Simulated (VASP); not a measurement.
# Native point defects of GaCo, part 7 of 7

Wanted: a map of the native defects of GaCo, all in one supercell and at one level. The start is a cell from a database of measured crystal structures.

VASP 6.6.1, plane waves and PAW; the level of theory is named at each step.

So far, formation energy of the neutral defect (eV): step 7 (energies of this defect, 53 atoms, defect vacancy, element Co) 0.383; step 9 (this defect's formation energies, 53 atoms, defect vacancy, element Ga) 1.92; step 11 (this defect's formation energies, 54 atoms, defect substitution, element Ga) 1.19; step 13 (energies of this defect, 54 atoms, defect substitution, element Co) 2.07.

## (14) The defect cell, 55 atoms, defect interstitial Co

This step: PBEsol, spin-polarised from a ferromagnetic start; plane waves and PAW (Ga, Co) (VASP 6.6.1).

System of this step: Ga27Co28. The cell holds 55 atoms: 27 Ga and 28 Co. Its edges and angles: a = 8.521 Å, b = 8.521 Å, c = 8.521 Å, α = 90.0°, β = 90.0°, γ = 90.0°. It derives from GaCo. Nearest the centre at fractional (0.000, 0.083, 0.167): Co55 at 0.00 Å, Co29 at 1.59 Å, Co28 at 1.59 Å, Ga19 at 1.59 Å, Ga1 at 1.59 Å, Ga25 at 2.56 Å, Ga7 at 2.56 Å, Co32 at 2.56 Å.

INCAR reads:

```
SYSTEM = Ga27Co28
PREC = Normal
ENCUT = 300
EDIFF = 1E-05
NELM = 120
ISMEAR = 1
SIGMA = 0.2
LREAL = Auto
ALGO = Fast
GGA = PS
NBANDS = 241
ISPIN = 2
MAGMOM = 0.6 0 0 0 0 0 0 0 0 0 0 0 0 0 0 0 0 0 0 0 0 0 0 0 0 0 0 2 2 2 2 2 2 2 2 2 2 2 2 2 2 2 2 2 2 2 2 2 2 2 2 2 2 2 2
LASPH = .TRUE.
LMAXMIX = 4
LORBIT = 11
LWAVE = .FALSE.
LCHARG = .TRUE.
KPAR = 4
NCORE = 2
IBRION = 2
NSW = 50
ISIF = 2
EDIFFG = -0.03
POTIM = 0.4
MAXMIX = 40
ISYM = 2
```

POSCAR reads:

```
Ga27Co28
1.0
    8.5214324964      0.0000000000      0.0000000000
    0.0000000000      8.5214324964      0.0000000000
    0.0000000000      0.0000000000      8.5214324964
Ga Co
27 28
Direct
    0.1666666700      0.1666666700      0.1666666700
    0.1666666700      0.1666666700      0.5000000000
    0.1666666700      0.1666666700      0.8333333300
    0.1666666700      0.5000000000      0.1666666700
    0.1666666700      0.5000000000      0.5000000000
    0.1666666700      0.5000000000      0.8333333300
    0.1666666700      0.8333333300      0.1666666700
    0.1666666700      0.8333333300      0.5000000000
    0.1666666700      0.8333333300      0.8333333300
    0.5000000000      0.1666666700      0.1666666700
    0.5000000000      0.1666666700      0.5000000000
    0.5000000000      0.1666666700      0.8333333300
    0.5000000000      0.5000000000      0.1666666700
    0.5000000000      0.5000000000      0.5000000000
    0.5000000000      0.5000000000      0.8333333300
    0.5000000000      0.8333333300      0.1666666700
    0.5000000000      0.8333333300      0.5000000000
    0.5000000000      0.8333333300      0.8333333300
    0.8333333300      0.1666666700      0.1666666700
    0.8333333300      0.1666666700      0.5000000000
    0.8333333300      0.1666666700      0.8333333300
    0.8333333300      0.5000000000      0.1666666700
    0.8333333300      0.5000000000      0.5000000000
    0.8333333300      0.5000000000      0.8333333300
    0.8333333300      0.8333333300      0.1666666700
    0.8333333300      0.8333333300      0.5000000000
    0.8333333300      0.8333333300      0.8333333300
    0.0000000000      0.0000000000      0.0000000000
    0.0000000000      0.0000000000      0.3333333300
    0.0000000000      0.0000000000      0.6666666700
    0.0000000000      0.3333333300      0.0000000000
    0.0000000000      0.3333333300      0.3333333300
    0.0000000000      0.3333333300      0.6666666700
    0.0000000000      0.6666666700      0.0000000000
    0.0000000000      0.6666666700      0.3333333300
    0.0000000000      0.6666666700      0.6666666700
    0.3333333300      0.0000000000      0.0000000000
    0.3333333300      0.0000000000      0.3333333300
    0.3333333300      0.0000000000      0.6666666700
    0.3333333300      0.3333333300      0.0000000000
    0.3333333300      0.3333333300      0.3333333300
    0.3333333300      0.3333333300      0.6666666700
    0.3333333300      0.6666666700      0.0000000000
    0.3333333300      0.6666666700      0.3333333300
    0.3333333300      0.6666666700      0.6666666700
    0.6666666700      0.0000000000      0.0000000000
    0.6666666700      0.0000000000      0.3333333300
    0.6666666700      0.0000000000      0.6666666700
    0.6666666700      0.3333333300      0.0000000000
    0.6666666700      0.3333333300      0.3333333300
    0.6666666700      0.3333333300      0.6666666700
    0.6666666700      0.6666666700      0.0000000000
    0.6666666700      0.6666666700      0.3333333300
    0.6666666700      0.6666666700      0.6666666700
    0.0000000000      0.0833333300      0.1666666700
```

KPOINTS reads:

```
Automatic mesh
0
Monkhorst-Pack
3 3 3
0 0 0
```

PAW data sets: Ga and Co (PBE family, release 64).

Command:

```console
$ mpirun -np 8 vasp_std
```

The log of the run:

```text
[banner, memory and clock lines left out]
running    8 mpi-ranks, on    1 nodes
[...]
[... a notice as in an earlier step ...]

 LDA part: xc-table for (Slater+PW92), standard interpolation
|                                                                             |
|           W    W    AA    RRRRR   N    N  II  N    N   GGGG   !!!           |
|           W    W   A  A   R    R  NN   N  II  NN   N  G    G  !!!           |
|           W    W  A    A  R    R  N N  N  II  N N  N  G       !!!           |
|           W WW W  AAAAAA  RRRRR   N  N N  II  N  N N  G  GGG   !            |
|           WW  WW  A    A  R   R   N   NN  II  N   NN  G    G                |
|           W    W  A    A  R    R  N    N  II  N    N   GGGG   !!!           |
|                                                                             |
|     The distance between some ions is very small. Please check the          |
|     nearest-neighbor list in the OUTCAR file.                               |
|     I HOPE YOU KNOW WHAT YOU ARE DOING!                                     |
[...]
7 F= -.32122422E+03 E0= -.32122490E+03  d E =-.205439E+00  mag=    -0.1624
   8 F= -.32123141E+03 E0= -.32123202E+03  d E =-.212632E+00  mag=    -0.0024
   9 F= -.32129139E+03 E0= -.32129169E+03  d E =-.599756E-01  mag=    -0.0687
  10 F= -.32129438E+03 E0= -.32129459E+03  d E =-.629722E-01  mag=    -0.0525
  11 F= -.32131843E+03 E0= -.32131930E+03  d E =-.240510E-01  mag=    -0.0653
  12 F= -.32132574E+03 E0= -.32132702E+03  d E =-.313568E-01  mag=    -0.0428
  13 F= -.32132618E+03 E0= -.32132758E+03  d E =-.318018E-01  mag=    -0.0098
  14 F= -.32133902E+03 E0= -.32134106E+03  d E =-.128349E-01  mag=    -0.0253
  15 F= -.32133940E+03 E0= -.32134155E+03  d E =-.132177E-01  mag=    -0.0533
  16 F= -.32134334E+03 E0= -.32134542E+03  d E =-.393833E-02  mag=    -0.0461
  17 F= -.32134353E+03 E0= -.32134560E+03  d E =-.412350E-02  mag=    -0.0511
  18 F= -.32134559E+03 E0= -.32134768E+03  d E =-.206830E-02  mag=    -0.0759
  19 F= -.32134559E+03 E0= -.32134766E+03  d E =-.206634E-02  mag=    -0.0795
  20 F= -.32134645E+03 E0= -.32134849E+03  d E =-.859111E-03  mag=    -0.0475
 trial-energy change:   -0.000859  1 .order   -0.000829   -0.001350   -0.000308
 step:   1.8449(harm=  1.8449)  dis= 0.00343  next Energy=  -321.346467 (dE=-0.874E-03)
 reached required accuracy - stopping structural energy minimisation
```

Run time: 21 min. Hardware: 8 MPI ranks of Intel Xeon 6975P-C (Granite Rapids), shared host; peak memory 4.8 GiB; 2.9 h of CPU time.

From OUTCAR (step 14):

```text
  Total       28.2932747     25.4777855     30.9770963     -0.0009401      0.0000000      0.0000000
  in kB       73.2581545     65.9681698     80.2072201     -0.0024342      0.0000000      0.0000000
  external PRESSURE =      73.1445148 kB  Pullay stress =       0.0000000 kB

 POSITION                                       TOTAL-FORCE (eV/Angst)
 -----------------------------------------------------------------------------------
      1.77477      1.70039      1.42024        -0.001686      0.016498      0.000000
      1.40678      1.41392      4.23844        -0.004552     -0.000242     -0.003985
      1.40678      1.41392      7.12347        -0.004552     -0.000242      0.003985
      1.42730      4.32272      1.42024         0.011702      0.003480      0.000000
      1.40418      4.24304      4.26260         0.000471      0.007838      0.000576
      1.40418      4.24304      7.09931         0.000471      0.007838     -0.000576
      1.41221      7.11165      1.42024        -0.001800     -0.004817      0.000000
      1.52298      7.01572      4.33894         0.000895     -0.002378      0.001104
      1.52298      7.01572      7.02297         0.000895     -0.002378     -0.001104
      4.26071      1.42017      1.42024         0.000599      0.011569      0.000000
      4.26070      1.41333      4.26781         0.000561      0.008044     -0.017116
      4.26070      1.41333      7.09410         0.000561      0.008044      0.017116
      4.26072      4.28278      1.42024         0.000019      0.004763      0.000000
      4.26069      4.29847      4.29709         0.000193     -0.010971     -0.000378
[...]
-----------------------------------------------------------------------------------
    total drift:                                0.000258      0.077623     -0.000212

  FREE ENERGIE OF THE ION-ELECTRON SYSTEM (eV)
  ---------------------------------------------------
  free  energy   TOTEN  =      -321.3464515411 eV

  energy  without entropy=     -321.3525726653  energy(sigma->0) =     -321.34849192

 magnetization (x)
# of ion       s       p       d       tot
------------------------------------------
    1       -0.000  -0.000   0.000  -0.000
    2        0.000   0.000   0.000   0.000
    3        0.000   0.000   0.000   0.000
    4        0.000   0.000   0.000   0.000
    5        0.000   0.000   0.000   0.000
    6        0.000   0.000   0.000   0.000
    7       -0.000  -0.000  -0.000  -0.000
    8       -0.000  -0.000   0.000  -0.000
    9       -0.000  -0.000   0.000  -0.000
   10        0.000   0.000   0.000   0.000
   11        0.000   0.000   0.000   0.000
   12        0.000   0.000   0.000   0.000
   13        0.000   0.000   0.000   0.000
[...]
--------------------------------------------------
tot         -0.001   0.001  -0.054  -0.054

[... 2 parts as in an earlier step ...]

[... 2 further parts left out ...]
[key lines of the parts left out:]
E-fermi :   8.0672
```

The run keeps the 2 symmetry operations of its start, so it cannot find a distortion of lower symmetry.

Spin moment in the PAW sphere by element, in μB:

```tsv
element	atoms	mean	spread (r.m.s.)	least	largest
Ga	27	0.0000	0.0000	0.0000	0.0000
Co	28	-0.0021	0.0053	-0.0090	0.0170
```

The atoms nearest the centre:

```tsv
atom	distance (Å)	spin moment in the PAW sphere (μB)
Co55	0.12	0.0170
Ga19	2.03	0.0000
Ga1	2.03	0.0000
Co29	2.08	0.0060
Co28	2.08	0.0060
Ga25	2.55	0.0000
Ga7	2.55	0.0000
Co32	2.56	-0.0040
Co31	2.56	-0.0040
Ga20	3.23	0.0000
Ga21	3.23	0.0000
Ga2	3.23	0.0000
Ga3	3.23	0.0000
Co38	3.25	-0.0070
```

The run ended after 20 ionic steps, 15.260 eV below its first step, once the forces on the free atoms met EDIFFG = -0.03.

After the relaxation Co lies 0.12 Å from the centre of its site, and its nearest atoms are 2 Co and 2 Ga at 2.03 to 2.09 Å.

## (15) This defect's formation energies, 55 atoms, defect interstitial

This step: point defect, PBEsol; plane waves and PAW (VASP 6.6.1).

Derived from the runs above.

Formation energy:

```tsv
formation energy (eV)	largest move (Å)
5.266	0.4994
```

E_f is E(defect cell) less E(perfect cell), corrected for the atoms exchanged with their references.

References, in eV an atom: Co -7.746 (crystal P6_3/mmc) and Ga -3.338 (crystal Cmce). They were run at the supercell's cutoff and functional, without U, and count both elements from their own phases.

The formation energy is 5.266 eV, and the largest move of an atom 0.50 Å.

## (16) All defects in both limits

This step: native point defects, PBEsol; plane waves and PAW (VASP 6.6.1).

This step runs nothing: it gathers the runs above.

Neutral cells; the limits come from the host's formation enthalpy alone. Formation energies:

```tsv
defect	charge	formation energy, Co-rich (eV)	formation energy, Ga-rich (eV)	moment (μB)
Co vacancy	0	0.383	-0.343	-0.001703
Ga vacancy	0	1.199	1.925	-0.007777
Co on the Ga site	0	0.468	1.92	-3.66e-4
Ga on the Co site	0	2.793	1.341	-3.909
interstitial Co	0	5.266	5.992	-0.04877
```

## (17) Outcome

```json
{
 "host formation enthalpy": "-0.363 eV/atom"
}
```

What this shows: In the Co-rich limit the cheapest defect is the Co vacancy, at 0.38 eV, with the Co on the Ga site only 0.09 eV above it. In the Ga-rich limit the cheapest defect is the Co vacancy, at -0.34 eV. A negative value means that the stoichiometric crystal is not stable at this limit, which then lies outside its range. The supercell of 54 atoms is small. Potential shifts are not applied, only the charges listed were run, and a negative energy means that the Fermi level can't reach that place or the limit lies outside the host's range, or that the host's structure gives way. Each defect was run on one site, no other kinds were tried, and all belong to one structure, the phase of space group Pm-3m. The limits are set by the pure elements; where other compounds of the two lie between, the true range is narrower and the order of defects can differ.

[Lines on the potential files, build, host, timing and source positions are cut from VASP's logs without a mark.]

[Logs are printed without paths, hosts, clocks, repeated set-up lines and the standing remarks that a program may print on its own settings, such as how far it seeks lower states.]

[Hosts, paths, dates, database ids (printed as entryN), source tags and the programs' standing remarks are cut or masked in the printed files.]

[In band tables of VASP the shares of atoms and orbitals are scaled to a sum of 1 inside the atoms' spheres.]

[Runs that stopped without an error message from VASP are left out.]
